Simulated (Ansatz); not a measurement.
# Thickness series of a Zn/BN/Cu junction, part 2 of 6

How fast does the current through Zn/BN/Cu fall with each added layer? The lower electrode is Zn hcp(0001), the upper one Cu fcc(111); the barrier is BN zinc blende(111) (whole bilayers). In the first transport cell, after relaxation, the nearest pair of electrode and barrier is Zn–N at 2.61 Å, at a slant, too long for a bond, at the lower face and Cu–B at 2.49 Å, at a slant, at the upper one. A gap without bonds adds to the barrier. All share a net of side 2.613 Å, which strains the lower electrode by -1.8 %, the upper one by +1.8 % and the barrier by +1.8 %, against typed lattice constants near PBE's. The first steps treat the bulk electrodes alone.

Ansatz 0.2.0; PBE DFT, plane waves, PAW files (the session's first sound run).

So far. Step 3 (The strained electrode, 3 atoms, electrode Cu fcc(111)): Little changed from the start: no atom moved by 0.005 Å and no cell edge by 0.1 %.

### Step 4. Relaxing the interfaces

System of this step: Zn/BN/Cu. The cell holds 16 atoms: 4 Zn, 4 N, 4 B and 4 Cu. Its edges and angles: a = 2.613 Å, b = 2.613 Å, c = 39.348 Å, α = 90.0°, β = 90.0°, γ = 120.0°. Vacuum lies along c.

The starting distances are typed guesses, too rough for a quantity that is exponential in distance. A short slab in vacuum serves: only the barrier and the layers next to it are taken over, and later cells can add or drop layers in the barrier's middle. The dipole correction removes the field that unlike faces would set up across the vacuum.

File input.yaml:

```yaml
crystal:
  lattice:
    - [2.613, 0.0, 0.0]
    - [-1.3065, 2.2629243801, 0.0]
    - [0.0, 0.0, 39.3477836403]
  atoms:
    - { symbol: Zn, position: [0.33333333, 0.66666667, 0.2033151365] }
    - { symbol: Zn, position: [0.0, 0.0, 0.2669937382] }
    - { symbol: Zn, position: [0.33333333, 0.66666667, 0.3306723398] }
    - { symbol: Zn, position: [0.0, 0.0, 0.3943509415] }
    - { symbol: "N", position: [0.33333333, 0.66666667, 0.4269416369] }
    - { symbol: B, position: [0.66666667, 0.33333333, 0.4400896114] }
    - { symbol: "N", position: [0.66666667, 0.33333333, 0.4795335347] }
    - { symbol: B, position: [0.0, 0.0, 0.4926815092] }
    - { symbol: "N", position: [0.0, 0.0, 0.5321254325] }
    - { symbol: B, position: [0.33333333, 0.66666667, 0.5452734069] }
    - { symbol: "N", position: [0.33333333, 0.66666667, 0.5847173303] }
    - { symbol: B, position: [0.66666667, 0.33333333, 0.5978653047] }
    - { symbol: Cu, position: [0.0, 0.0, 0.6389091702] }
    - { symbol: Cu, position: [0.33333333, 0.66666667, 0.691501068] }
    - { symbol: Cu, position: [0.66666667, 0.33333333, 0.7440929658] }
    - { symbol: Cu, position: [0.0, 0.0, 0.7966848635] }
kpoints:
  mp_grid: { grid: [12, 12, 1] }
scf:
  occupations: { method: fermi_dirac, width: 0.1 }
  max_iter: 150
hamiltonian:
  xc: pbe
efield:
  axis: 3
  dipole_correction: true
relax:
  f_tol: 0.04
  max_steps: 60
output:
  forces: true
```

Started as:

```
> ansatz run input.yaml --threads 4 --pin off --max-ram 10240MiB --backend cpu --events-out ev --progress --plain --runs-dir out
```

Numbers of over 12 decimals in the logs are rounded to 6 here.

The program printed:

```text
[...]
Crystal: 16 atoms, lattice volume = 232.664 Å³
Basis set: ecut = 420 eV, 4649 PW (Γ), exchange–correlation on 36×36×540 points (8 copies of the dense FFT grid, shifted against one another)
Bands: 94, of which v1, the nominal top of the filled ones, is band 78 counted from 1 (77 counted from 0)
Symmetry: 6 space group operations
[...]
k-points: 19 of 144 (time reversal used)
[...]
SCF iter   1: F=—  HF=-41940.476849 eV  |F-HF|=—  |Δ(HF+E_count)|=         —  Δρ=2.05e-2  dr2=7.05e1  ethr=1.77e-3  p=-0.080 e·Å  D=-6.23e-2 V/Å  ΔV_dip=2.45 eV  dr2_dipole=8.35e1  V_vac-E_F(+/−)=5.35/2.91 eV  ⟨swp⟩=9.5  Hψ=9054  notcnv=0  defer=70
efield: sawtooth ramp at fractional position 0.9500 (placed from the atoms, in the widest stretch of the axis that holds none; the zero of the levels goes with the place), width 0.1000; the density the first Hamiltonian is built on has a dipole p = -0.080 e·Å; the dipole correction subtracts the counter field D = -6.23e-2 V/Å, which shifts the + side's vacuum level by +2.45 eV against the − side's; the planar-averaged density in the ramp window peaks in size at 9.9e-5 e/Å³
[...]
SCF iter   2: F=—  HF=-41940.267643 eV  |F-HF|=—  |Δ(HF+E_count)|=   2.09e-1  Δρ=1.35e-2  dr2=2.56e1  ethr=1.77e-3  p=-0.015 e·Å  D=-1.20e-2 V/Å  ΔV_dip=0.47 eV  dr2_dipole=2.29e1  V_vac-E_F(+/−)=4.55/4.08 eV  ⟨swp⟩=2.6  Hψ=2336  notcnv=0  defer=120
[...]
SCF iter  11: F=-41939.883499 eV  HF=-41939.883519 eV  |F-HF|=1.97e-5  |Δ(HF+E_count)|=   2.16e-6  Δρ=4.65e-5  dr2=1.14e-5  ethr=2.56e-8  p=-0.021 e·Å  D=-1.62e-2 V/Å  ΔV_dip=0.64 eV  dr2_dipole=7.99e-6  V_vac-E_F(+/−)=4.74/4.10 eV  ⟨swp⟩=4.2  Hψ=7251  notcnv=0
SCF 1 converged in 11 iterations: F = -41939.883499 eV  dr2 = 1.14e-5
[...]
relax step   1: F+E_penalty+E_count = -41939.88349928 eV  Δ(F+E_penalty+E_count) = +0.000e0 eV  max|allowed force component| = 7.740e0 eV/Å  Δτ_max = 0.0000 Å  (11 SCF iters, dr2 threshold 4.00e-5 eV, accepted)
[...]
SCF iter   1: F=—  HF=-41941.345331 eV  |F-HF|=—  |Δ(HF+E_count)|=         —  Δρ=1.50e-2  dr2=2.98e0  ethr=1.85e-3  p=-0.021 e·Å  D=-1.62e-2 V/Å  ΔV_dip=0.64 eV  dr2_dipole=1.25e0  V_vac-E_F(+/−)=4.80/4.17 eV  ⟨swp⟩=1.0  Hψ=7708  notcnv=0  defer=86
efield: sawtooth ramp at fractional position 0.9500 (handed on by an earlier solve), width 0.1000; the density the first Hamiltonian is built on has a dipole p = -0.021 e·Å; the dipole correction subtracts the counter field D = -1.62e-2 V/Å, which shifts the + side's vacuum level by +0.64 eV against the − side's; the planar-averaged density in the ramp window peaks in size at 2.4e-5 e/Å³
[...]
SCF iter   2: F=—  HF=-41941.253287 eV  |F-HF|=—  |Δ(HF+E_count)|=   9.20e-2  Δρ=1.35e-2  dr2=3.54e-1  ethr=1.85e-3  p=-0.018 e·Å  D=-1.39e-2 V/Å  ΔV_dip=0.55 eV  dr2_dipole=1.05e-1  V_vac-E_F(+/−)=4.64/4.09 eV  ⟨swp⟩=2.6  Hψ=2906  notcnv=0  defer=99
[...]
SCF iter   9: F=-41941.186657 eV  HF=-41941.186677 eV  |F-HF|=1.99e-5  |Δ(HF+E_count)|=   6.65e-6  Δρ=7.57e-5  dr2=1.62e-5  ethr=6.29e-8  p=-0.022 e·Å  D=-1.70e-2 V/Å  ΔV_dip=0.67 eV  dr2_dipole=6.44e-6  V_vac-E_F(+/−)=4.71/4.04 eV  ⟨swp⟩=4.5  Hψ=5598  notcnv=0
SCF 2 converged in 9 iterations: F = -41941.186657 eV  dr2 = 1.62e-5
relax step   2: F+E_penalty+E_count = -41941.18665711 eV  Δ(F+E_penalty+E_count) = -1.303e0 eV  max|allowed force component| = 4.602e0 eV/Å  Δτ_max = 0.1952 Å  (9 SCF iters, dr2 threshold 1.00e-4 eV, accepted)
[...]
SCF iter   8: F=-41941.991332 eV  HF=-41941.991370 eV  |F-HF|=3.77e-5  |Δ(HF+E_count)|=   1.59e-7  Δρ=6.00e-5  dr2=2.41e-5  ethr=6.41e-8  p=-0.025 e·Å  D=-1.91e-2 V/Å  ΔV_dip=0.75 eV  dr2_dipole=1.53e-5  V_vac-E_F(+/−)=4.71/3.96 eV  ⟨swp⟩=3.8  Hψ=7393  notcnv=0
SCF 3 converged in 8 iterations: F = -41941.991332 eV  dr2 = 2.41e-5
relax step   3: F+E_penalty+E_count = -41941.99133247 eV  Δ(F+E_penalty+E_count) = -8.047e-1 eV  max|allowed force component| = 1.355e0 eV/Å  Δτ_max = 0.1971 Å  (8 SCF iters, dr2 threshold 1.00e-4 eV, accepted)
[...]
relax step   4: F+E_penalty+E_count = -41942.26824489 eV  Δ(F+E_penalty+E_count) = -2.769e-1 eV  max|allowed force component| = 8.154e-1 eV/Å  Δτ_max = 0.1938 Å  (9 SCF iters, dr2 threshold 1.00e-4 eV, accepted)
[...]
relax step   5: F+E_penalty+E_count = -41942.38021992 eV  Δ(F+E_penalty+E_count) = -1.120e-1 eV  max|allowed force component| = 3.753e-1 eV/Å  Δτ_max = 0.2000 Å  (9 SCF iters, dr2 threshold 5.76e-5 eV, accepted)
[...]
relax step   6: F+E_penalty+E_count = -41942.44290169 eV  Δ(F+E_penalty+E_count) = -6.268e-2 eV  max|allowed force component| = 1.850e-1 eV/Å  Δτ_max = 0.1947 Å  (9 SCF iters, dr2 threshold 2.98e-5 eV, accepted)
[...]
relax step   7: F+E_penalty+E_count = -41942.46491809 eV  Δ(F+E_penalty+E_count) = -2.202e-2 eV  max|allowed force component| = 1.157e-1 eV/Å  Δτ_max = 0.1968 Å  (9 SCF iters, dr2 threshold 7.25e-6 eV, accepted)
[...]
relax step   8: F+E_penalty+E_count = -41942.46952366 eV  Δ(F+E_penalty+E_count) = -4.606e-3 eV  max|allowed force component| = 5.101e-2 eV/Å  Δτ_max = 0.1211 Å  (10 SCF iters, dr2 threshold 3.25e-6 eV, accepted)
SCF iter   1: F=—  HF=-41942.469831 eV  |F-HF|=—  |Δ(HF+E_count)|=         —  Δρ=5.63e-4  dr2=9.88e-4  ethr=6.18e-6  p=-0.019 e·Å  D=-1.48e-2 V/Å  ΔV_dip=0.58 eV  dr2_dipole=7.55e-5  V_vac-E_F(+/−)=4.72/4.14 eV  ⟨swp⟩=3.4  Hψ=4168  notcnv=0  defer=123
[...]
SCF iter   8: F=-41942.469702 eV  HF=-41942.469702 eV  |F-HF|=2.99e-8  |Δ(HF+E_count)|=   8.00e-8  Δρ=3.56e-6  dr2=7.25e-8  ethr=6.41e-11  p=-0.019 e·Å  D=-1.49e-2 V/Å  ΔV_dip=0.59 eV  dr2_dipole=8.38e-9  V_vac-E_F(+/−)=4.72/4.13 eV  ⟨swp⟩=3.9  Hψ=6798  notcnv=0
[...]
SCF 9 converged in 8 iterations: F = -41942.469702 eV  dr2 = 7.25e-8
relax step   9: F+E_penalty+E_count = -41942.46970239 eV  Δ(F+E_penalty+E_count) = -1.787e-4 eV  max|allowed force component| = 1.154e-2 eV/Å  Δτ_max = 0.0207 Å  (8 SCF iters, accepted)
SCF converged after 8 iterations
Free energy (F): -41942.469702 eV
[...]
Internal energy: -41942.350544 eV  (E = F + TS)
E sigma→0 (E₀):  -41942.410123 eV
Entropy (-TS):   -0.119158 eV (-7.447 meV/atom)
Fermi energy:    7.301903 eV
Dipole field:    D = -0.014771 V/Å  (p = -0.018993 e·Å, saw-weighted, corrected)
Work function:   Φ+ = 4.7177 eV   Φ− = 4.1361 eV
Levels:          The Fermi level and band energies are counted from a zero that moves with the ramp; work functions are not
Vacuum region:   at the solve's end the planar-averaged density reaches 3.91e-5 e/Å³ inside the ramp window [0.9231, 0.0739] (bound 1e-5 e/Å³), and -2.24e-5 e/Å³ on another of its planes; by the running means of the window's planes the mean density over a ramp is at most 3.33e-5 e/Å³, which is held to the bound (the quickstart, § The vacuum guard, A window that rings)
[...]
--- Forces (eV/Å), atoms counted from 1 ---
  atom   1  Zn     0.00000000     0.00000000     0.00949899
  atom   2  Zn     0.00000000     0.00000000    -0.01153151
  atom   3  Zn     0.00000000     0.00000000     0.00300904
  atom   4  Zn     0.00000000     0.00000000     0.00272252
  atom   5  N      0.00000000    -0.00000000    -0.00154547
  atom   6  B      0.00000000     0.00000000    -0.00023358
  atom   7  N     -0.00000000     0.00000000     0.00483410
  atom   8  B      0.00000000     0.00000000     0.00736910
  atom   9  N      0.00000000     0.00000000     0.00004186
  atom  10  B     -0.00000000     0.00000000    -0.00794103
  atom  11  N      0.00000000     0.00000000    -0.00727760
  atom  12  B      0.00000000     0.00000000    -0.00033334
  atom  13  Cu     0.00000000     0.00000000     0.00230865
  atom  14  Cu     0.00000000     0.00000000     0.00062216
  atom  15  Cu     0.00000000     0.00000000    -0.00224572
  atom  16  Cu     0.00000000     0.00000000     0.00078758
  max |Σ_I F_I| component: 8.57e-5 eV/Å
--- Relaxed structure (9 steps of the walk, 9 accepted, 0 SCFs on fresh bases) ---
  F+E_penalty+E_count = -41942.46970239 eV   max|allowed force component| = 1.154e-2 eV/Å
  atoms:
    - { symbol: Zn, position: [0.333333, 0.666667, 0.179617] }
    - { symbol: Zn, position: [-1.850371705985301e-17, -2.9490299091605714e-17, 0.244492] }
    - { symbol: Zn, position: [0.333333, 0.666667, 0.310442] }
[...]
- { symbol: N, position: [0.333333, 0.666667, 0.430366] }
    - { symbol: B, position: [0.666667, 0.333333, 0.441490] }
    - { symbol: N, position: [0.666667, 0.333333, 0.483148] }
    - { symbol: B, position: [-1.850371705985301e-17, -2.9490299091605714e-17, 0.495468] }
    - { symbol: N, position: [-1.8503717059853013e-17, -2.9490299091605714e-17, 0.536416] }
    - { symbol: B, position: [0.333333, 0.666667, 0.548818] }
    - { symbol: N, position: [0.333333, 0.666667, 0.589895] }
    - { symbol: B, position: [0.666667, 0.333333, 0.602487] }
    - { symbol: Cu, position: [-1.850371705985301e-17, -2.9490299091605714e-17, 0.652778] }
    - { symbol: Cu, position: [0.333333, 0.666667, 0.706091] }
    - { symbol: Cu, position: [0.666667, 0.333333, 0.758123] }
[...]
```

Elapsed: 92 s, on 4 threads of Arm Neoverse V2, shared host; peak memory 0.98 GiB; 6.1 min of CPU time.

The steps of the relaxation:

```csv
step,energy less that of the first step (eV),largest force component (eV/Å)
1,0.0000,7.7399
2,-1.3032,4.6018
3,-2.1078,1.3545
4,-2.3847,0.8154
5,-2.4967,0.3753
6,-2.5594,0.1850
7,-2.5814,0.1157
8,-2.5860,0.0510
9,-2.5862,0.0115
```

Forces are held to the 6 operations that the run works with; a distortion that breaks them can't arise in this run.

The atoms that moved most (Å):

```csv
atom,dx,dy,dz,length
Zn1,0.000,0.000,-0.932,0.932
Zn2,0.000,0.000,-0.885,0.885
Zn3,0.000,0.000,-0.796,0.796
Zn4,0.000,0.000,-0.716,0.716
Cu14,0.000,0.000,0.574,0.574
Cu15,0.000,0.000,0.552,0.552
Cu13,0.000,0.000,0.546,0.546
Cu16,0.000,0.000,0.523,0.523
```

Final coordinates:

```cif
data_structure
_symmetry_space_group_name_H-M 'P 1'
_symmetry_Int_Tables_number 1
_cell_length_a 2.6130
_cell_length_b 2.6130
_cell_length_c 39.3478
_cell_angle_alpha 90.000
_cell_angle_beta 90.000
_cell_angle_gamma 120.000
_cell_volume 232.66
loop_
_atom_site_label
_atom_site_type_symbol
_atom_site_fract_x
_atom_site_fract_y
_atom_site_fract_z
_atom_site_occupancy
Zn1 Zn 0.33333 0.66667 0.17962 1
Zn2 Zn 0.00000 0.00000 0.24449 1
Zn3 Zn 0.33333 0.66667 0.31044 1
Zn4 Zn 0.00000 0.00000 0.37614 1
N5 N 0.33333 0.66667 0.43037 1
B6 B 0.66667 0.33333 0.44149 1
N7 N 0.66667 0.33333 0.48315 1
B8 B 0.00000 0.00000 0.49547 1
N9 N 0.00000 0.00000 0.53642 1
B10 B 0.33333 0.66667 0.54882 1
N11 N 0.33333 0.66667 0.58990 1
B12 B 0.66667 0.33333 0.60249 1
Cu13 Cu 0.00000 0.00000 0.65278 1
Cu14 Cu 0.33333 0.66667 0.70609 1
Cu15 Cu 0.66667 0.33333 0.75812 1
Cu16 Cu 0.00000 0.00000 0.80997 1
```

Numbers from this step:

```
free energy  : -41942.4697 eV
Fermi energy : 7.302 eV
```

The largest force component on a free atom ends at 0.012 eV/Å. At one or more of this run's solves the program warned of density in the dipole ramp over its bound, where dipole, forces and levels can be off.

(Continued in part 3 of 6.)

[Logs are printed without paths, hosts, clocks, repeated set-up lines and the standing remarks that a program may print on its own settings, such as how far it seeks lower states.]

[Hosts, paths, dates, database ids (printed as entryN), source tags and the programs' standing remarks are cut or masked in the printed files.]
